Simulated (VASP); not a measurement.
The system is Cu.

```xyz
1
Lattice="0.0000 1.8075 1.8075 1.8075 0.0000 1.8075 1.8075 1.8075 0.0000" Properties=species:S:1:pos:R:3 pbc="T T T"
Cu    0.0000    0.0000    0.0000
```

Base run:

| Quantity | Value |
| --- | --- |
| Program | VASP 6.6.1 |
| Functional | MS2 |
| Potentials or basis | VASP PAW PBE potentials, release 64 (Cu) |
| Cutoff | 520 eV |
| k mesh | 13 × 13 × 13 |
| Occupations | fermi-dirac, width 0.05 eV |
| Spin | no spin polarisation |

Its results: pressure -8.3 GPa.

Task: The run is repeated on the same cell with these changes: functional from MS2 to revTPSS. What comes out?

Result: Pressure -6.4 GPa.

Caveats: the PAW data sets were made with another functional, which shifts forces and pressure a little.

Not every run made on this cell is shown here.
